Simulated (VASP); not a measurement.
# TePb (Fm-3m) in VASP: a series of runs, part 2 of 2

VASP 6.6.1. The steps go on from the part before.

**3. Single point, r2SCAN, non-collinear spin, zero start, spin-orbit coupling**

This run uses another cell than the first one, of 35.75 Å³/atom.

Contents of POSCAR:

```
TePb
1.0
    0.0000000000      3.2943690292      3.2943690292
    3.2943690292      0.0000000000      3.2943690292
    3.2943690292      3.2943690292      0.0000000000
Pb Te
1 1
Direct
    0.0000000000      0.0000000000      0.0000000000
    0.5000000000      0.5000000000      0.5000000000
```

Contents of INCAR.step1:

```
SYSTEM = TePb
PREC = Accurate ; ENCUT = 520
ISMEAR = -1 ; SIGMA = 0.05
LREAL = .False. ; LASPH = .True.
NELM = 150 ; LNONCOLLINEAR = .True.
MAGMOM = 0 0 0 0 0 0 ; LSORBIT = .True.
GGA_COMPAT = .False. ; NBANDS = 32
GGA = PE ; ALGO = Normal
EDIFF = 1E-4 ; LWAVE = .True.
LCHARG = .False.
```

Contents of INCAR.step2:

```
SYSTEM = TePb
PREC = Accurate ; ENCUT = 520
EDIFF = 1E-6 ; ISMEAR = -1
SIGMA = 0.05 ; LREAL = .False.
LASPH = .True. ; NELM = 150
ALGO = Normal ; ISIF = 2
LWAVE = .False. ; LCHARG = .True.
LNONCOLLINEAR = .True. ; MAGMOM = 0 0 0 0 0 0
LORBIT = 11 ; LSORBIT = .True.
GGA_COMPAT = .False. ; LORBMOM = .True.
METAGGA = R2SCAN ; LMIXTAU = .True.
LVHAR = .True. ; NBANDS = 32
ISTART = 1
```

Contents of KPOINTS:

```
Automatic mesh
0
Gamma
  7 7 7
  0 0 0
```

Potentials or basis: VASP PAW PBE potentials, release 64 (Pb_d, Te).

The run is started by

```console
$ cat potpaw_PBE.64/Pb_d/POTCAR potpaw_PBE.64/Te/POTCAR > POTCAR
$ cp INCAR.step1 INCAR
$ mpirun -np 1 vasp_ncl > vasp.out
$ cp INCAR.step2 INCAR
$ mpirun -np 1 vasp_ncl > vasp.out
```

OUTCAR:

```text
SYSTEM = TePb
   PREC = Accurate
   ENCUT = 520
   EDIFF = 1E-6
   ISMEAR = -1
   LREAL = .False.
   LASPH = .True.
   NELM = 150
   ISIF = 2
   LNONCOLLINEAR = .True.
   LORBIT = 11
   LSORBIT = .True.
   METAGGA = R2SCAN
   ISTART = 1

 ion  position               nearest neighbor table
   1  0.000  0.000  0.000-   2 3.29   2 3.29   2 3.29   2 3.29   2 3.29   2 3.29
   2  0.500  0.500  0.500-   1 3.29   1 3.29   1 3.29   1 3.29   1 3.29   1 3.29

  LATTYP: Found a face centered cubic cell.
 ALAT       =     6.5887380584

  Lattice vectors:

 A1 = (   0.0000000000,   3.2943690292,   3.2943690292)
 A2 = (   3.2943690292,   0.0000000000,   3.2943690292)
 A3 = (   3.2943690292,   3.2943690292,   0.0000000000)

Analysis of symmetry for initial positions (statically):
=====================================================================
 Subroutine PRICEL returns:
 Original cell was already a primitive cell.

 Routine SETGRP: Setting up the symmetry group for a
 face centered cubic supercell.

 Subroutine GETGRP returns: Found 48 space group operations
 (whereof 48 operations were pure point group operations)
 out of a pool of 48 trial point group operations.

The static configuration has the point symmetry O_h .

Analysis of symmetry for dynamics (positions and initial velocities):
=====================================================================
 Subroutine PRICEL returns:
 Original cell was already a primitive cell.

 Routine SETGRP: Setting up the symmetry group for a
 face centered cubic supercell.

 Subroutine GETGRP returns: Found 48 space group operations
 (whereof 48 operations were pure point group operations)
 out of a pool of 48 trial point group operations.

The dynamic configuration has the point symmetry O_h .

Analysis of structural, dynamic, and magnetic symmetry:
=====================================================================
 Subroutine PRICEL returns:
 Original cell was already a primitive cell.

[... 905 lines left out ...]
 ----------------------------------------
  1         0.000   0.000   0.000
  2         0.000  -0.000  -0.000
 ----------------------------------------
            0.000   0.000   0.000

 orbital moment (z)

 # of ion     p       d       tot
 ----------------------------------------
  1         0.000   0.000   0.000
  2         0.000   0.000   0.000
 ----------------------------------------
            0.000   0.000   0.000

 Spin-Orbit-Coupling matrix elements

 Ion:    1  E_soc:     -0.8373956
 l=   1
     0.0000000    -0.0745141    -0.0745141
    -0.0745141     0.0000000    -0.0745141
    -0.0745141    -0.0745141     0.0000000
 l=   2
     0.0000000    -0.0130022     0.0000000    -0.0130022    -0.0520496
    -0.0130022     0.0000000    -0.0390372    -0.0130022    -0.0130124
     0.0000000    -0.0390372     0.0000000    -0.0390372     0.0000000
    -0.0130022    -0.0130022    -0.0390372     0.0000000    -0.0130124
    -0.0520496    -0.0130124     0.0000000    -0.0130124     0.0000000
 l=   3
     0.0000000     0.0000000     0.0000000     0.0000000     0.0000000     0.0000000     0.0000000
     0.0000000     0.0000000     0.0000000     0.0000000     0.0000000     0.0000000     0.0000000
     0.0000000     0.0000000     0.0000000     0.0000000     0.0000000     0.0000000     0.0000000
     0.0000000     0.0000000     0.0000000     0.0000000     0.0000000     0.0000000     0.0000000
     0.0000000     0.0000000     0.0000000     0.0000000     0.0000000     0.0000000     0.0000000
     0.0000000     0.0000000     0.0000000     0.0000000     0.0000000     0.0000000     0.0000000
     0.0000000     0.0000000     0.0000000     0.0000000     0.0000000     0.0000000     0.0000000

 Ion:    2  E_soc:     -0.2002406
 l=   1
     0.0000000    -0.0334010    -0.0334010
    -0.0334010     0.0000000    -0.0334010
    -0.0334010    -0.0334010     0.0000000
 l=   2
     0.0000000    -0.0000074     0.0000000    -0.0000074     0.0000350
    -0.0000074     0.0000000     0.0000263    -0.0000074     0.0000088
     0.0000000     0.0000263     0.0000000     0.0000263     0.0000000
    -0.0000074    -0.0000074     0.0000263     0.0000000     0.0000088
     0.0000350     0.0000088     0.0000000     0.0000088     0.0000000
 l=   3
     0.0000000     0.0000000     0.0000000     0.0000000     0.0000000     0.0000000     0.0000000
     0.0000000     0.0000000     0.0000000     0.0000000     0.0000000     0.0000000     0.0000000
     0.0000000     0.0000000     0.0000000     0.0000000     0.0000000     0.0000000     0.0000000
     0.0000000     0.0000000     0.0000000     0.0000000     0.0000000     0.0000000     0.0000000
     0.0000000     0.0000000     0.0000000     0.0000000     0.0000000     0.0000000     0.0000000
     0.0000000     0.0000000     0.0000000     0.0000000     0.0000000     0.0000000     0.0000000
     0.0000000     0.0000000     0.0000000     0.0000000     0.0000000     0.0000000     0.0000000

 total charge

# of ion       s       p       d       tot
------------------------------------------
    1        1.451   0.555   9.823  11.830
    2        1.376   2.024   0.015   3.414
--------------------------------------------------
tot          2.827   2.579   9.838  15.244

 magnetization (x)

# of ion       s       p       d       tot
------------------------------------------
    1        0.000   0.000  -0.000   0.000
    2        0.000   0.000  -0.000   0.000
--------------------------------------------------
tot          0.000   0.000  -0.000   0.000

 magnetization (y)

# of ion       s       p       d       tot
------------------------------------------
    1       -0.000   0.000   0.000  -0.000
    2       -0.000   0.000   0.000  -0.000
--------------------------------------------------
tot         -0.000   0.000   0.000  -0.000

 magnetization (z)

# of ion       s       p       d       tot
------------------------------------------
    1        0.000   0.000   0.000   0.000
    2        0.000   0.000   0.000   0.000
--------------------------------------------------
tot          0.000   0.000   0.000   0.000
```

OSZICAR.step1:

```text
N       E                     dE             d eps       ncg     rms          rms(c)
DAV:   1     0.194252998158E+03    0.19425E+03   -0.86706E+03  1280   0.121E+03
DAV:   2     0.104088208717E+02   -0.18384E+03   -0.17620E+03  1352   0.343E+02
DAV:   3    -0.737047187697E+01   -0.17779E+02   -0.17436E+02  1672   0.123E+02
DAV:   4    -0.812176213519E+01   -0.75129E+00   -0.75046E+00  1576   0.281E+01
DAV:   5    -0.816325939966E+01   -0.41497E-01   -0.41496E-01  1912   0.627E+00    0.366E+00
DAV:   6    -0.804898651042E+01    0.11427E+00   -0.24530E-01  1752   0.366E+00    0.229E+00
DAV:   7    -0.804875912104E+01    0.22739E-03   -0.65408E-02  1632   0.120E+00    0.143E+00
DAV:   8    -0.805060598000E+01   -0.18469E-02   -0.33084E-03  1696   0.474E-01    0.651E-01
DAV:   9    -0.805153053268E+01   -0.92455E-03   -0.17378E-03  1576   0.486E-01    0.868E-02
DAV:  10    -0.805161122428E+01   -0.80692E-04   -0.16183E-04  1368   0.132E-01
   1 F= -.80516112E+01 E0= -.80513359E+01  d E =-.550693E-03  mag=     0.0000     0.0000    -0.0000
```

It took 4 min on 1 thread of Intel Xeon 6975P-C (Granite Rapids), shared host; peak memory 0.48 GiB.

Results:

```
Free energy                                           : -83.1982 eV
Pressure                                              : -1.0 GPa
Net moment                                            : 0.00 μB per cell
Valence electrons inside the program's atomic spheres : Pb 11.83; Te 3.41
```

Moments on the atoms (μB; x, y, z):
```
Pb  0.00 0.00 0.00
Te  0.00 0.00 0.00
```

Caveat: this odd mesh misses L, so gap, dielectric constants and Born charges aren't listed; the PAW data sets were made with another functional, which shifts forces and pressure a little.

**4. Single point, PBEsol**

This run uses another cell than the first one, of 33.73 Å³/atom.

Contents of INCAR:

```
ALGO     = Normal         # electronic algorithm
EDIFF    = 1E-7           # SCF threshold, eV
ENCUT    = 520            # plane-wave cutoff, eV
GGA      = PS             # functional
ISIF     = 2              # what is computed and relaxed
ISMEAR   = -1             # smearing method
LASPH    = True           # aspherical terms in the spheres
LCHARG   = False          # write CHGCAR
LREAL    = False          # projectors in reciprocal space
LWAVE    = False          # write WAVECAR
NBANDS   = 17             # bands
NELM     = 60             # most SCF steps
PREC     = Accurate       # precision mode
SIGMA    = 0.05           # smearing width, eV
```

Contents of KPOINTS:

```
k-points
0
Gamma
  6 6 6
```

Contents of POSCAR:

```
TePb
1.0
    0.0000000000      3.2310000000      3.2310000000
    3.2310000000      0.0000000000      3.2310000000
    3.2310000000      3.2310000000      0.0000000000
Pb Te
1 1
Direct
    0.0000000000      0.0000000000      0.0000000000
    0.5000000000      0.5000000000      0.5000000000
```

The run is started by

```console
$ cat potpaw_PBE.64/Pb_d/POTCAR potpaw_PBE.64/Te/POTCAR > POTCAR
$ mpirun -np 1 vasp_std > vasp.out
```

Run time: 31 s. Hardware: 1 thread of Intel Xeon 8259CL, shared host; peak memory 0.2 GiB.

It converged, with:

```yaml
Free_energy: -8.2594 eV
Pressure: -0.4 GPa
Band_gap_on_the_k_mesh: 0.67 eV
```

Levels at points of the mesh, in eV from the valence-band top:
```csv
k point,band 7,band 8,band 9,band 10,band 11,band 12,band 13,band 14
"(0.00, 0.00, 0.00)",-5.61,-1.33,-1.33,-1.33,4.06,4.06,4.06,5.76
"(0.50, 0.00, 0.00)",-8.60,-0.87,-0.87,0.00,0.67,1.25,1.25,8.29
"(0.50, 0.50, 0.00)",-7.31,-4.52,-2.80,-2.80,3.21,5.46,5.46,6.68
```

Caveat: the PAW data sets were made with another functional, which shifts forces and pressure a little; spin-orbit coupling is left out, which moves the levels of the heavy elements.

**5. Single point, LDA**

This run uses another cell than the first one, of 32.48 Å³/atom.

Contents of INCAR:

```
ALGO = Normal
EDIFF = 1E-6
ENCUT = 520
ISIF = 2
ISMEAR = -1
LASPH = T
LCHARG = T
LELF = T
LREAL = F
LVHAR = T
LWAVE = F
NBANDS = 17
NELM = 80
PREC = Accurate
SIGMA = 0.05
```

Contents of KPOINTS:

```
k-points
0
Gamma
  7 7 7
```

Contents of POSCAR:

```
TePb
1.0
    0.0000000000      3.1904686451      3.1904686451
    3.1904686451      0.0000000000      3.1904686451
    3.1904686451      3.1904686451      0.0000000000
Pb Te
1 1
Direct
    0.0000000000      0.0000000000      0.0000000000
    0.5000000000      0.5000000000      0.5000000000
```

Potentials or basis: VASP PAW LDA potentials, release 64 (Pb_d, Te).

The run is started by

```console
$ cat potpaw_LDA.64/Pb_d/POTCAR potpaw_LDA.64/Te/POTCAR > POTCAR
$ mpirun -np 1 vasp_std > vasp.out
```

Run time: 34 s. Hardware: 1 thread of Intel Xeon 8259CL, shared host; peak memory 0.17 GiB.

It converged, with:

```yaml
Free_energy: -8.7769 eV
Pressure: 0.0 GPa
```

Levels at points of the mesh, in eV from the Fermi level:
| k point | band 8 | band 9 | band 10 | band 11 | band 12 | band 13 |
| --- | --- | --- | --- | --- | --- | --- |
| (0.00, 0.00, 0.00) | -1.82 | -1.82 | -1.82 | 3.71 | 3.71 | 3.71 |

Caveat: this odd mesh misses L, so gap, dielectric constants and Born charges aren't listed; spin-orbit coupling is left out, which moves the levels of the heavy elements.

**6. Overview**

```csv
level,potentials or basis,spin,cell,k mesh,grid for exact exchange (PRECFOCK),share of exact exchange,screening parameter,gap on the mesh (eV),pressure (GPa)
PBEsol-based screened hybrid with 25 % exact exchange,"VASP PAW PBE potentials, release 64 (Pb_d, Te)",off,"a = 4.553 Å, angles 60.0°, 2 atoms",4 × 4 × 4,Normal,0.25,0.207 1/Å,0.99,-0.2
r2SCAN,"VASP PAW PBE potentials, release 64 (Pb_d, Te)","non-collinear, zero start, SOC","a = 4.659 Å, angles 60.0°, 2 atoms",7 × 7 × 7,-,-,-,-,-1.0
PBEsol,"VASP PAW PBE potentials, release 64 (Pb_d, Te)",off,"a = 4.569 Å, angles 60.0°, 2 atoms",6 × 6 × 6,-,-,-,0.67,-0.4
LDA,"VASP PAW LDA potentials, release 64 (Pb_d, Te)",off,"a = 4.512 Å, angles 60.0°, 2 atoms",7 × 7 × 7,-,-,-,-,0.0
```

Alike in all rows: task single point; cutoff (eV) 520; smearing fermi-dirac 0.05 eV.

Caveats: some runs use coarse meshes; the PAW data sets were made with another functional, which shifts forces and pressure a little (at least some runs); spin-orbit coupling is left out, which moves the levels of the heavy elements (at least some runs).

Absolute energies hang on the potentials; compare differences alone.

**7. How close it comes**

Step 4. A measured gap of TePb is 0.19 eV (direct; 4.2 K; a printed reference work, monograph); the calculated 0.67 eV misses it by +0.48 eV. Spin-orbit coupling on Pb, Te is left out. The value is that of PBEsol on a finite k mesh, which can miss the band edges, without temperature or zero-point motion.
